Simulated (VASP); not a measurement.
# Zn, density of states: which settings are enough?

Zn, Fm-3m (no. 225), 1 atom in the cell. RPBE; PAW potentials Zn (PBE set). VASP 6.6.1.

Wanted: density of states by 0.5 eV bins within 20 %; centre of the states within 12 eV below the valence top within 0.1 eV; states at the Fermi level within 20 %.

What the run is for: density of states; Accuracy asked: screening; k mesh of the density: 13 × 13 × 13.

POSCAR:
```
Zn
1.0
    0.0000000000      1.9647760000      1.9647760000
    1.9647760000      0.0000000000      1.9647760000
    1.9647760000      1.9647760000      0.0000000000
Zn
1
Direct
    0.0000000000      0.0000000000      0.0000000000
```

The series start from Plane-wave cutoff (eV): 320; k-point mesh: 16 × 16 × 16; Energy points (NEDOS): 2001; Occupations for the DOS: ISMEAR=-5; Electronic threshold (eV): 1e-6; Precision mode (PREC): Accurate. Each series keeps the choices made before it, and each single choice may use up half of a tolerance. Times cover all steps of a run.

## Plane-wave cutoff (eV)

| Plane-wave cutoff (eV) | Density of states by 0.5 eV bins, largest deviation against the largest value | Centre of the states within 12 eV below the valence top (eV) | States at the Fermi level (states/eV/atom) | Time (s) |
|---|---|---|---|---|
| 220 | 33 % | -7.16 | 0.3335 | 7.3 |
| 280 | 2 % | -6.92 | 0.3324 | 8.0 |
| 320 | 6.1 % | -6.91 | 0.3325 | 8.1 |
| 360 | 3.6 % | -6.91 | 0.3326 | 15 |
| 440 | 0.037 % | -6.92 | 0.3325 | 17 |
| 550 (reference) | 0 % | -6.92 | 0.3325 | 18 |

Chosen: 280, the loosest value from which every tighter one stays within half of the tolerance.

## k-point mesh

| k-point mesh | Density of states by 0.5 eV bins, largest deviation against the largest value | Centre of the states within 12 eV below the valence top (eV) | States at the Fermi level (states/eV/atom) | Time (s) |
|---|---|---|---|---|
| 7 × 7 × 7 | 28 % | -7.00 | 0.2263 | 5.7 |
| 8 × 8 × 8 | 6.4 % | -6.91 | 0.2809 | 5.8 |
| 10 × 10 × 10 | 17 % | -6.95 | 0.2903 | 4.8 |
| 13 × 13 × 13 | 1.3 % | -6.91 | 0.3457 | 5.8 |
| 16 × 16 × 16 | 4 % | -6.92 | 0.3324 | 8.0 |
| 19 × 19 × 19 | 1.6 % | -6.92 | 0.3189 | 7.5 |
| 24 × 24 × 24 | 1.1 % | -6.92 | 0.3207 | 12 |
| 28 × 28 × 28 (reference) | 0 % | -6.91 | 0.3133 | 17 |

Chosen: 16 × 16 × 16.

## Energy points (NEDOS)

| Energy points (NEDOS) | Density of states by 0.5 eV bins, largest deviation against the largest value | Centre of the states within 12 eV below the valence top (eV) | States at the Fermi level (states/eV/atom) | Time (s) |
|---|---|---|---|---|
| 301 | 15 % | -6.97 | 0.3338 | 8.0 |
| 501 | 5.2 % | -6.94 | 0.3355 | 8.7 |
| 1001 | 1 % | -6.93 | 0.3333 | 7.1 |
| 2001 | 0.37 % | -6.92 | 0.3324 | 8.0 |
| 4001 (reference) | 0 % | -6.92 | 0.3329 | 9.5 |

Chosen: 501.

## Occupations for the DOS

| Occupations for the DOS | Density of states by 0.5 eV bins, largest deviation against the largest value | Centre of the states within 12 eV below the valence top (eV) | States at the Fermi level (states/eV/atom) | Time (s) |
|---|---|---|---|---|
| ISMEAR=-5 | 0 % | -6.94 | 0.3355 | 8.7 |
| ISMEAR=-4 | 0 % | -6.94 | 0.3355 | 9.1 |
| ISMEAR=0 SIGMA=0.05 | 4.5 % | -6.91 | 0.5192 | 9.5 |
| ISMEAR=0 SIGMA=0.1 | 2.7 % | -6.92 | 0.4903 | 6.7 |
| ISMEAR=-15 SIGMA=0.025 | 0.11 % | -6.94 | 0.3355 | 7.3 |
| ISMEAR=1 SIGMA=0.1 | 4.3 % | -6.90 | 0.54 | 6.8 |

Chosen: ISMEAR=-5; no other choice that stays within half of the tolerance saves 30 % of the time.

## Electronic threshold (eV)

| Electronic threshold (eV) | Density of states by 0.5 eV bins, largest deviation against the largest value | Centre of the states within 12 eV below the valence top (eV) | States at the Fermi level (states/eV/atom) | Time (s) |
|---|---|---|---|---|
| 0.001 | 0.094 % | -6.94 | 0.3356 | 6.4 |
| 0.0001 | 0.086 % | -6.94 | 0.3356 | 6.1 |
| 1e-5 | 0.012 % | -6.94 | 0.3355 | 7.2 |
| 1e-6 (reference) | 0 % | -6.94 | 0.3355 | 8.7 |

Chosen: 0.001.

## Precision mode (PREC)

| Precision mode (PREC) | Density of states by 0.5 eV bins, largest deviation against the largest value | Centre of the states within 12 eV below the valence top (eV) | States at the Fermi level (states/eV/atom) | Time (s) |
|---|---|---|---|---|
| Normal | 0.1 % | -6.94 | 0.3356 | 4.6 |
| Accurate (reference) | 0 % | -6.94 | 0.3356 | 6.4 |

Chosen: Normal.

## All choices together

| Input | Density of states by 0.5 eV bins, largest deviation against the largest value | Centre of the states within 12 eV below the valence top (eV) | States at the Fermi level (states/eV/atom) | Time (s) |
|---|---|---|---|---|
| defaults for smearing, thresholds and mesh (naive) | 11 % | -7.06 | 0.9916 | 5.5 |
| chosen settings | 5 % | -6.94 | 0.3356 | 4.6 |
| reference settings throughout | 0 % | -6.92 | 0.3134 | 42 |

The tolerance is met.

## The input

INCAR.step1:
```
SYSTEM = Zn
GGA      = RP             ! functional
ISMEAR   = 1              ! smearing method
SIGMA    = 0.1            ! smearing width, eV
LWAVE    = .False.        ! write WAVECAR
LCHARG   = .True.         ! write CHGCAR
NBANDS   = 20             ! bands
PREC     = Normal         ! precision mode
LASPH    = .True.         ! aspherical terms in the spheres
LREAL    = .False.        ! projectors in reciprocal space
ALGO     = Normal         ! electronic algorithm
EDIFF    = 0.001          ! SCF threshold, eV
NELM     = 120            ! most SCF steps
GGA_COMPAT= .False.      
ENCUT    = 280            ! plane-wave cutoff, eV
```

INCAR.step2, as INCAR.step1 but for:
```
- ISMEAR = 1
- SIGMA = 0.1
- LCHARG = .True.
+ ISMEAR = -5
+ LCHARG = .False.
+ NEDOS = 501
+ LORBIT = 11
+ EMIN = -13.7926
+ EMAX = 11.2074
+ ICHARG = 11
```

KPOINTS.step1:
```
k-points
0
Gamma
  13 13 13
```

KPOINTS.step2:
```
Automatic mesh
0
Gamma
  16 16 16
  0 0 0
```

Commands (each step's output is kept before the next begins):
```
cat potpaw_PBE.64/Zn/POTCAR > POTCAR
cp INCAR.step1 INCAR
cp KPOINTS.step1 KPOINTS
mpirun -np 1 vasp_std > vasp.out
cp INCAR.step2 INCAR
cp KPOINTS.step2 KPOINTS
mpirun -np 1 vasp_std > vasp.out
```

The chosen input took VASP 6.6.1 4.6 s on 1 core (Intel Xeon 6975P-C (Granite Rapids)), a shared host.

## An input that fails: tetrahedra on too few k points

VASP's message: IBZKPT: tetrahedron method fails for NKPT<4. NKPT = 1.

k mesh: 16 × 16 × 16 becomes 1 × 1 × 1.

Changes against the starting input:
```
(step 2)
- NELM = 120
+ NELM = 53
```
